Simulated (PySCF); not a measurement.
Molecule: SMILES c1cc(N)ccc1, C6H7N.

Bonds (- single, = double, # triple, : aromatic): N1-C2 1.381 Å, C2:C3 1.406 Å, C3:C4 1.391 Å, C4:C5 1.395 Å, C5:C6 1.395 Å, C6:C7 1.391 Å, C7:C2 1.406 Å. N1 carries H8, H9; C3 carries H10; C4 carries H11; C5 carries H12; C6 carries H13; C7 carries H14.

Geometry PBE0-D3(BJ)/def2-SVP throughout; GIAO in PySCF 2.14.0 with density-fitted response routines, gas phase, one conformer, non-relativistic; equivalent atoms averaged; basis pcSseg-1.

Q: How do the shifts δ (against NH3, TMS at the same level) depend on the functional? (ppm; last column core-seconds on shared hosts with different chips, so compare them loosely; the GGAs took longer than the global hybrids here, which isn't the general rule, and the cause wasn't traced)

A: 
```tsv
functional	kind	N1	C2	C4/C6	C5	C3/C7	H11/H13	H12	H10/H14	H8/H9	core-s
HF	Hartree–Fock	58.7	157.8	140.8	121.7	117.1	7.45	6.74	6.66	3.10	6.5
PBE	GGA	83.5	148.0	131.8	119.4	114.3	7.03	6.56	6.37	2.99	19
BP86	GGA	81.6	148.4	131.9	119.3	114.3	7.02	6.55	6.37	2.99	19
B97-D	GGA	78.4	144.6	128.0	115.7	110.8	6.94	6.47	6.29	2.99	20
B3LYP	global hybrid	78.2	153.2	135.6	122.1	116.9	7.06	6.56	6.41	2.98	14
PBE0	global hybrid	75.8	151.5	135.1	121.6	116.6	7.21	6.70	6.53	3.03	13
B97-2	global hybrid	73.8	148.4	132.0	118.9	113.9	7.13	6.63	6.46	3.02	13
CAM-B3LYP	range-separated hybrid	74.9	157.2	139.4	124.8	119.6	7.20	6.66	6.52	2.97	18
```

Q: Which nucleus moves most, in ppm?

A: N1 (aniline-type nitrogen): from 58.7 ppm with HF to 83.5 ppm with PBE. The smallest spread is 0.13 ppm, at H8/H9. Proton shifts span only some 12 ppm, so a few tenths of a ppm matter as much there as several ppm in carbon.
